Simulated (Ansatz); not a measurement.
# armchair GaN nanoribbon (N = 6, H edges): bands under strain

Wanted: the relaxed geometry and the bands of the armchair GaN nanoribbon (N = 6, H edges).

Main program and level: Ansatz 0.2.0; DFT PBE, plane waves, PAW; relaxation of a wire's period, in the first sound run; inputs show where later runs differ.

Report form: the programs' logs are mostly left out.

**1. The starting structure**

The cell holds 16 atoms: 6 Ga, 6 N and 4 H. Its edges and angles: a = 17.661 Å, b = 7.000 Å, c = 5.550 Å, α = 90.0°, β = 90.0°, γ = 90.0°. Vacuum lies along a and b. The structure's axis is c.

As a file:

```xyz
16
Lattice="17.6610 0.0000 0.0000 0.0000 7.0000 0.0000 0.0000 0.0000 5.5500" Properties=species:S:1:pos:R:3
Ga    4.8250    3.5000    0.0000
Ga    8.0293    3.5000    0.0000
Ga   11.2336    3.5000    0.0000
N     4.8250    3.5000    1.8500
N     8.0293    3.5000    1.8500
N    11.2336    3.5000    1.8500
H    14.1608    3.5000    2.0100
H     3.9417    3.5000    2.3600
Ga    6.4272    3.5000    2.7750
Ga    9.6315    3.5000    2.7750
Ga   12.8358    3.5000    2.7750
N     6.4272    3.5000    4.6250
N     9.6315    3.5000    4.6250
N    12.8358    3.5000    4.6250
H     3.5000    3.5000    4.7850
H    13.7191    3.5000    5.1350
```

**2. The relaxed wire**

Band widths follow the bond lengths, so the wire is relaxed first. The atoms and the third cell vector are free; the box across stays fixed as vacuum. A Fermi-Dirac smearing is set since the result may be a metal. The pressure printed is a third of the stress's trace over the whole box, vacuum included; only the stress along the axis is relaxed.

input.yaml reads:

```yaml
crystal:
  lattice:
    - [17.661, 0.0, 0.0]
    - [0.0, 7.0, 0.0]
    - [0.0, 0.0, 5.55]
  atoms:
    - { symbol: Ga, position: [0.273201906, 0.5, 0.0] }
    - { symbol: Ga, position: [0.454635234, 0.5, 0.0] }
    - { symbol: Ga, position: [0.636068561, 0.5, 0.0] }
    - { symbol: "N", position: [0.273201906, 0.5, 0.333333333] }
    - { symbol: "N", position: [0.454635234, 0.5, 0.333333333] }
    - { symbol: "N", position: [0.636068561, 0.5, 0.333333333] }
    - { symbol: H, position: [0.801810357, 0.5, 0.362162162] }
    - { symbol: H, position: [0.223185151, 0.5, 0.425225225] }
    - { symbol: Ga, position: [0.36391857, 0.5, 0.5] }
    - { symbol: Ga, position: [0.545351897, 0.5, 0.5] }
    - { symbol: Ga, position: [0.726785225, 0.5, 0.5] }
    - { symbol: "N", position: [0.36391857, 0.5, 0.833333333] }
    - { symbol: "N", position: [0.545351897, 0.5, 0.833333333] }
    - { symbol: "N", position: [0.726785225, 0.5, 0.833333333] }
    - { symbol: H, position: [0.198176774, 0.5, 0.862162162] }
    - { symbol: H, position: [0.77680198, 0.5, 0.925225225] }
kpoints:
  mp_grid: { grid: [1, 1, 15] }
scf:
  occupations: { method: fermi_dirac, width: 0.05 }
hamiltonian:
  xc: pbe
relax:
  cell: { fix: [a, b, alpha, beta, gamma] }
  max_steps: 45
  f_tol: 0.03
```

On the command line:

```sh
> ansatz run input.yaml --threads 4 --pin off --max-ram 16384MiB --backend cpu --events-out ev --progress --plain --runs-dir out
```

It took 48 s on 4 threads of Arm Neoverse V1, shared host; peak memory 1.3 GiB.

Relaxation path:

```csv
step,energy less that of the first step (eV),largest force component (eV/Å),pressure (GPa),volume (Å³)
1,0.0000,0.5291,0.15,686.13
2,-0.0838,0.2382,0.07,687.49
3,-0.0932,0.0581,0.06,688.72
4,-0.0936,0.0155,0.06,688.90
5*,-0.0955,0.0157,0.07,688.90
```

Relaxation steps marked * repeat the geometry before them on a plane-wave basis chosen anew for their cell, so energy and pressure can jump there.

Forces are held to the 4 operations that the run works with; a distortion that breaks them can't arise in this run.

```
cell as run  before  after  change
      c (Å)   5.550  5.572  +0.4 %
```

The atoms that moved most (Å, along periodic axes as changes of fractional coordinates times the final cell, across vacuum about the mean position):

| atom | dx | dy | dz | length |
| --- | --- | --- | --- | --- |
| H8 | 0.072 | 0.000 | -0.035 | 0.080 |
| H16 | -0.072 | 0.000 | -0.035 | 0.080 |
| N4 | 0.065 | 0.000 | -0.042 | 0.078 |
| N14 | -0.065 | 0.000 | -0.042 | 0.078 |
| H15 | -0.069 | 0.000 | -0.008 | 0.069 |
| H7 | 0.069 | 0.000 | -0.008 | 0.069 |
| Ga1 | -0.036 | 0.000 | -0.015 | 0.039 |
| Ga11 | 0.036 | 0.000 | -0.015 | 0.039 |

The relaxed structure:

```xyz
16
Lattice="17.6610 0.0000 0.0000 0.0000 7.0000 0.0000 0.0000 0.0000 5.5724" Properties=species:S:1:pos:R:3
Ga    4.7887    3.5000   -0.0151
Ga    8.0193    3.5000    0.0250
Ga   11.2225    3.5000    0.0289
N     4.8904    3.5000    1.8150
N     8.0375    3.5000    1.8801
N    11.2495    3.5000    1.8816
H    14.2295    3.5000    2.0101
H     4.0139    3.5000    2.3344
Ga    6.4383    3.5000    2.8151
Ga    9.6415    3.5000    2.8112
Ga   12.8721    3.5000    2.7711
N     6.4113    3.5000    4.6677
N     9.6233    3.5000    4.6663
N    12.7704    3.5000    4.6012
H     3.4313    3.5000    4.7963
H    13.6468    3.5000    5.1205
```

This step gave:

```
cell length along the wire : 5.572 Å
```

The cell's length comes to 5.572 Å with spin left out.

**3. The wire at its relaxed period**

This step: DFT PBE, plane waves, PAW; bands of a perfect wire (Ansatz 0.2.0).

At the relaxed period the bands are computed along the axis; those that cross an energy going forward count the channels that a perfect wire would open there.

input.yaml reads:

```yaml
crystal:
  lattice:
    - [17.661, 0.0, 0.0]
    - [0.0, 7.0, 0.0]
    - [0.0, 0.0, 5.5723791857]
  atoms:
    - { symbol: Ga, position: [0.27114484, 0.5, 0.997290778] }
    - { symbol: Ga, position: [0.45406908, 0.5, 0.004485144] }
    - { symbol: Ga, position: [0.635437309, 0.5, 0.005193369] }
    - { symbol: "N", position: [0.276902514, 0.5, 0.325717779] }
    - { symbol: "N", position: [0.45509848, 0.5, 0.337397403] }
    - { symbol: "N", position: [0.636968591, 0.5, 0.337657061] }
    - { symbol: H, position: [0.805702316, 0.5, 0.360729889] }
    - { symbol: H, position: [0.22727644, 0.5, 0.418915964] }
    - { symbol: Ga, position: [0.364549822, 0.5, 0.505193369] }
    - { symbol: Ga, position: [0.545918051, 0.5, 0.504485144] }
    - { symbol: Ga, position: [0.728842291, 0.5, 0.497290778] }
    - { symbol: "N", position: [0.36301854, 0.5, 0.837657061] }
    - { symbol: "N", position: [0.544888651, 0.5, 0.837397403] }
    - { symbol: "N", position: [0.723084617, 0.5, 0.825717779] }
    - { symbol: H, position: [0.194284815, 0.5, 0.860729889] }
    - { symbol: H, position: [0.772710691, 0.5, 0.918915964] }
kpoints:
  mp_grid: { grid: [1, 1, 15] }
  band_path: { path: ["Γ", Z], npoints: 90 }
scf:
  occupations: { method: fermi_dirac, width: 0.05 }
hamiltonian:
  xc: pbe
output:
  dos: { e_range: [-5, 4] }
  write_potential: true
  write_density: true
  volumetric_format: npy
```

The job ended after 91 s (4 threads; peak memory 2.8 GiB).

Numbers from this step:

```yaml
band_gap: 2.750 eV
```

Electronic bands along the path, in eV, zero at the Fermi level; v1 is the highest filled band, c1 the lowest empty one:

```
  point     v4     v3     v2     v1    c1    c2    c3    c4
      Γ  -1.98  -1.58  -1.49  -1.39  1.36  2.57  3.11  3.18
halfway  -2.08  -2.00  -1.69  -1.57  1.86  2.66  3.06  3.18
      Z  -2.32  -2.32  -1.80  -1.80  2.84  2.84  3.07  3.07
```

The gap is 2.75 eV, with spin left out.

The path shows a direct gap of 2.75 eV (valence top at Γ, conduction bottom at Γ).

**4. Strain along the wire, period over the relaxed period 0.96, k-mesh 1×1×12**

This step: DFT PBE, plane waves, PAW; relaxation at a fixed period (Ansatz 0.2.0).

The period is set to 0.96 times the relaxed one and the atoms relax within it: strain changes bond lengths and angles, which shifts the bands against each other. Against the first PBE run of this kind, the mesh along the wire has 12 points against 15.

The cell differs from the one that the last finished run ended in (c 5.572 → 5.349 Å).

input.yaml: that of step 3 with these lines changed.

```diff
@@ -4,3 +4,3 @@
     - [0.0, 7.0, 0.0]
-    - [0.0, 0.0, 5.5723791857]
+    - [0.0, 0.0, 5.3494840183]
   atoms:
@@ -23,3 +23,3 @@
 kpoints:
-  mp_grid: { grid: [1, 1, 15] }
+  mp_grid: { grid: [1, 1, 12] }
   band_path: { path: ["Γ", Z], npoints: 90 }
@@ -29,6 +29,6 @@
   xc: pbe
+relax:
+  max_steps: 40
+  f_tol: 0.02
 output:
-  dos: { e_range: [-5, 4] }
-  write_potential: true
-  write_density: true
-  volumetric_format: npy
+  stress: true
```

The job ended after 1.8 min (4 threads; peak memory 2.7 GiB).

Relaxation path:

```
step  energy less that of the first step (eV)  largest force component (eV/Å)
   1                                   0.0000                          1.2905
   2                                  -0.1786                          0.6394
   3                                  -0.2515                          0.1380
   4                                  -0.2521                          0.0775
   5                                  -0.2534                          0.0244
   6                                  -0.2534                          0.0044
```

Forces are held to the 4 operations that the run works with; a distortion that breaks them can't arise in this run.

The atoms that moved most (Å):

```csv
atom,dx,dy,dz,length
H15,-0.065,0.000,-0.100,0.119
H7,0.065,0.000,-0.100,0.119
H8,-0.060,0.000,0.096,0.113
H16,0.060,0.000,0.096,0.113
Ga11,0.093,0.000,-0.029,0.097
Ga1,-0.093,0.000,-0.029,0.097
N4,-0.091,0.000,0.029,0.095
N14,0.091,0.000,0.029,0.095
```

The relaxed structure:

```xyz
16
Lattice="17.6610 0.0000 0.0000 0.0000 7.0000 0.0000 0.0000 0.0000 5.3495" Properties=species:S:1:pos:R:3
Ga    4.6961    3.5000    5.3063
Ga    7.9997    3.5000   -0.0008
Ga   11.2652    3.5000    0.0028
N     4.7998    3.5000    1.7716
N     8.0251    3.5000    1.8292
N    11.3018    3.5000    1.8347
H    14.2946    3.5000    1.8302
H     3.9542    3.5000    2.3371
Ga    6.3956    3.5000    2.6776
Ga    9.6611    3.5000    2.6740
Ga   12.9647    3.5000    2.6315
N     6.3589    3.5000    4.5094
N     9.6357    3.5000    4.5040
N    12.8609    3.5000    4.4463
H     3.3662    3.5000    4.5049
H    13.7066    3.5000    5.0118
```

Numbers from this step:

```yaml
band_gap: 2.833 eV
```

The electronic bands at the labelled points (eV, zero at the Fermi level; v1 is the highest filled band, c1 the lowest empty one):

| point | v4 | v3 | v2 | v1 | c1 | c2 | c3 | c4 |
| --- | --- | --- | --- | --- | --- | --- | --- | --- |
| Γ | -1.78 | -1.62 | -1.57 | -1.42 | 1.41 | 2.57 | 3.06 | 3.14 |
| halfway | -2.22 | -2.02 | -1.74 | -1.68 | 1.87 | 2.67 | 2.95 | 3.10 |
| Z | -2.41 | -2.41 | -1.92 | -1.92 | 2.81 | 2.81 | 2.93 | 2.93 |

The gap is 2.83 eV, against 2.75 eV under PBE at the relaxed period.

**5. Strain along the wire, period over the relaxed period 0.98, k-mesh 1×1×11**

The period is set to 0.98 times the relaxed one and the atoms relax within it: strain changes bond lengths and angles, which shifts the bands against each other. Against the first PBE run of this kind, the mesh along the wire has 11 points against 15.

The cell differs from the one that the last finished run ended in (c 5.349 → 5.461 Å).

input.yaml: that of step 4 with these lines changed.

```diff
@@ -4,3 +4,3 @@
     - [0.0, 7.0, 0.0]
-    - [0.0, 0.0, 5.3494840183]
+    - [0.0, 0.0, 5.460931602]
   atoms:
@@ -23,3 +23,3 @@
 kpoints:
-  mp_grid: { grid: [1, 1, 12] }
+  mp_grid: { grid: [1, 1, 11] }
   band_path: { path: ["Γ", Z], npoints: 90 }
```

Run time: 1.8 min. Hardware: 4 threads; peak memory 2.8 GiB; 7.1 min of CPU time.

The steps of the relaxation:

| step | energy less that of the first step (eV) | largest force component (eV/Å) |
| --- | --- | --- |
| 1 | 0.0000 | 0.5647 |
| 2 | -0.0405 | 0.2840 |
| 3 | -0.0561 | 0.0593 |
| 4 | -0.0562 | 0.0351 |
| 5 | -0.0564 | 0.0140 |

The run keeps the 4 symmetry operations that it works with, so distortions that break them were not tested.

The atoms that moved most (Å):

```csv
atom,dx,dy,dz,length
H7,0.030,0.000,-0.052,0.060
H15,-0.030,0.000,-0.052,0.060
H16,0.030,0.000,0.048,0.057
H8,-0.030,0.000,0.048,0.057
N4,-0.045,0.000,0.015,0.048
N14,0.045,0.000,0.015,0.048
Ga11,0.045,0.000,-0.014,0.047
Ga1,-0.045,0.000,-0.014,0.047
```

The relaxed structure:

```xyz
16
Lattice="17.6610 0.0000 0.0000 0.0000 7.0000 0.0000 0.0000 0.0000 5.4609" Properties=species:S:1:pos:R:3
Ga    4.7437    3.5000    5.4326
Ga    8.0098    3.5000    0.0129
Ga   11.2428    3.5000    0.0166
N     4.8453    3.5000    1.7941
N     8.0317    3.5000    1.8541
N    11.2747    3.5000    1.8577
H    14.2592    3.5000    1.9182
H     3.9836    3.5000    2.3357
Ga    6.4179    3.5000    2.7470
Ga    9.6510    3.5000    2.7433
Ga   12.9171    3.5000    2.7021
N     6.3860    3.5000    4.5881
N     9.6291    3.5000    4.5846
N    12.8155    3.5000    4.5246
H     3.4016    3.5000    4.6486
H    13.6772    3.5000    5.0661
```

Electronic bands along the path, in eV, zero at the Fermi level; v1 is the highest filled band, c1 the lowest empty one:

```csv
point,v4,v3,v2,v1,c1,c2,c3,c4
Γ,-1.88,-1.59,-1.55,-1.41,1.39,2.58,3.09,3.17
halfway,-2.15,-2.01,-1.72,-1.63,1.87,2.67,3.00,3.14
Z,-2.37,-2.37,-1.87,-1.87,2.83,2.83,3.00,3.00
```

The gap is 2.80 eV, against 2.75 eV under PBE at the relaxed period.

**6. At a strained period, period over the relaxed period 1.02, k-mesh 1×1×11**

The period is set to 1.02 times the relaxed one and the atoms relax within it: strain changes bond lengths and angles, which shifts the bands against each other. Against the first PBE run of this kind, the mesh along the wire has 11 points against 15.

The cell differs from the one that the last finished run ended in (c 5.461 → 5.684 Å).

input.yaml: that of step 5 with these lines changed.

```diff
@@ -4,3 +4,3 @@
     - [0.0, 7.0, 0.0]
-    - [0.0, 0.0, 5.460931602]
+    - [0.0, 0.0, 5.6838267695]
   atoms:
```

Elapsed: 1.7 min, on 4 threads; peak memory 2.9 GiB.

The steps of the relaxation:

| step | energy less that of the first step (eV) | largest force component (eV/Å) |
| --- | --- | --- |
| 1 | 0.0000 | 0.4311 |
| 2 | -0.0345 | 0.2194 |
| 3 | -0.0461 | 0.0359 |
| 4 | -0.0462 | 0.0098 |

The run keeps the 4 symmetry operations that it works with, so distortions that break them were not tested.

The atoms that moved most (Å):

```
atom      dx     dy      dz  length
  H7  -0.025  0.000   0.059   0.064
 H15   0.025  0.000   0.059   0.064
  H8   0.029  0.000  -0.050   0.058
 H16  -0.029  0.000  -0.050   0.058
  N4   0.044  0.000  -0.015   0.046
 N14  -0.044  0.000  -0.015   0.046
Ga11  -0.043  0.000   0.014   0.045
 Ga1   0.043  0.000   0.014   0.045
```

The relaxed structure:

```xyz
16
Lattice="17.6610 0.0000 0.0000 0.0000 7.0000 0.0000 0.0000 0.0000 5.6838" Properties=species:S:1:pos:R:3
Ga    4.8317    3.5000    5.6821
Ga    8.0273    3.5000    0.0346
Ga   11.2031    3.5000    0.0389
N     4.9343    3.5000    1.8364
N     8.0437    3.5000    1.9063
N    11.2272    3.5000    1.9050
H    14.2041    3.5000    2.1092
H     4.0433    3.5000    2.3306
Ga    6.4577    3.5000    2.8809
Ga    9.6335    3.5000    2.8765
Ga   12.8291    3.5000    2.8401
N     6.4336    3.5000    4.7470
N     9.6170    3.5000    4.7482
N    12.7265    3.5000    4.6783
H     3.4567    3.5000    4.9511
H    13.6175    3.5000    5.1725
```

The electronic bands at the labelled points (eV, zero at the Fermi level; v1 is the highest filled band, c1 the lowest empty one):

```csv
point,v4,v3,v2,v1,c1,c2,c3,c4
Γ,-2.01,-1.56,-1.42,-1.36,1.32,2.56,3.13,3.19
halfway,-1.99,-1.96,-1.65,-1.50,1.84,2.64,3.12,3.23
Z,-2.26,-2.26,-1.73,-1.73,2.85,2.85,3.15,3.15
```

The gap is 2.67 eV, against 2.75 eV under PBE at the relaxed period.

**7. At a strained period, period over the relaxed period 1.04, k-mesh 1×1×11**

The period is set to 1.04 times the relaxed one and the atoms relax within it: strain changes bond lengths and angles, which shifts the bands against each other. Against the first PBE run of this kind, the mesh along the wire has 11 points against 15.

The cell differs from the one that the last finished run ended in (c 5.684 → 5.795 Å).

input.yaml: that of step 6 with these lines changed.

```diff
@@ -4,3 +4,3 @@
     - [0.0, 7.0, 0.0]
-    - [0.0, 0.0, 5.6838267695]
+    - [0.0, 0.0, 5.7952743532]
   atoms:
```

It took 1.8 min on 4 threads; peak memory 2.9 GiB.

The steps of the relaxation:

| step | energy less that of the first step (eV) | largest force component (eV/Å) |
| --- | --- | --- |
| 1 | 0.0000 | 0.7460 |
| 2 | -0.1249 | 0.3810 |
| 3 | -0.1623 | 0.0567 |
| 4 | -0.1629 | 0.0138 |

Forces are held to the 4 operations that the run works with; a distortion that breaks them can't arise in this run.

The atoms that moved most (Å):

| atom | dx | dy | dz | length |
| --- | --- | --- | --- | --- |
| H7 | -0.048 | 0.000 | 0.118 | 0.128 |
| H15 | 0.048 | 0.000 | 0.118 | 0.128 |
| H16 | -0.057 | 0.000 | -0.099 | 0.114 |
| H8 | 0.057 | 0.000 | -0.099 | 0.114 |
| N14 | -0.085 | 0.000 | -0.030 | 0.090 |
| N4 | 0.085 | 0.000 | -0.030 | 0.090 |
| Ga11 | -0.084 | 0.000 | 0.027 | 0.088 |
| Ga1 | 0.084 | 0.000 | 0.027 | 0.088 |

Final coordinates:

```xyz
16
Lattice="17.6610 0.0000 0.0000 0.0000 7.0000 0.0000 0.0000 0.0000 5.7953" Properties=species:S:1:pos:R:3
Ga    4.8722    3.5000    5.8066
Ga    8.0347    3.5000    0.0414
Ga   11.1860    3.5000    0.0473
N     4.9753    3.5000    1.8580
N     8.0490    3.5000    1.9333
N    11.2077    3.5000    1.9293
H    14.1811    3.5000    2.2090
H     4.0712    3.5000    2.3288
Ga    6.4748    3.5000    2.9450
Ga    9.6261    3.5000    2.9390
Ga   12.7886    3.5000    2.9089
N     6.4530    3.5000    4.8270
N     9.6118    3.5000    4.8309
N    12.6855    3.5000    4.7556
H     3.4797    3.5000    5.1066
H    13.5896    3.5000    5.2265
```

The gap is 2.57 eV, against 2.75 eV under PBE at the relaxed period.

**8. Strain along the wire, period over the relaxed period 1.06, k-mesh 1×1×11**

The period is set to 1.06 times the relaxed one and the atoms relax within it: strain changes bond lengths and angles, which shifts the bands against each other. Against the first PBE run of this kind, the mesh along the wire has 11 points against 15.

The cell differs from the one that the last finished run ended in (c 5.795 → 5.907 Å).

input.yaml: that of step 7 with these lines changed.

```diff
@@ -4,3 +4,3 @@
     - [0.0, 7.0, 0.0]
-    - [0.0, 0.0, 5.7952743532]
+    - [0.0, 0.0, 5.9067219369]
   atoms:
```

Run time: 2 min. Hardware: 4 threads; peak memory 3 GiB.

The gap is 2.42 eV, against 2.75 eV under PBE at the relaxed period.

**9. The series together**

Times are for 4 threads of Arm Neoverse V1, shared host. The series side by side:

```
no.  period over the relaxed period  k-mesh  pressure (GPa)  band gap (eV)     time  memory (GiB)
  1                            0.96  1×1×12          0.9585          2.833  1.8 min           2.7
  2                            0.98  1×1×11          0.5150          2.803  1.8 min           2.8
  3                            1.02  1×1×11         -0.3689          2.673  1.7 min           2.9
  4                            1.04  1×1×11         -0.8035          2.568  1.8 min           2.9
  5                            1.06  1×1×11          -1.245          2.423    2 min           3.0
```

**10. Summary of results**

- cell length, PBE: 5.572 Å
- gap, PBE: 2.75 eV
- gap, period scaled by 0.96: 2.83 eV
- gap, period scaled by 0.98: 2.80 eV
- gap, period scaled by 1.02: 2.67 eV
- gap, period scaled by 1.04: 2.57 eV
- gap, period scaled by 1.06: 2.42 eV

In words: Under PBE the cell's length is 5.57 Å, and a gap of 2.75 eV makes it a semiconductor. Strain matters: under PBE the gap goes from 2.75 eV to 2.83 eV at 0.96 times the period, 2.80 eV at 0.98 times the period, 2.67 eV at 1.02 times the period, 2.57 eV at 1.04 times the period and 2.42 eV at 1.06 times the period.

[Logs are printed without paths, hosts, clocks, repeated set-up lines and the standing remarks that a program may print on its own settings, such as how far it seeks lower states.]

[Hosts, paths, dates, database ids (printed as entryN), source tags and the programs' standing remarks are cut or masked in the printed files.]
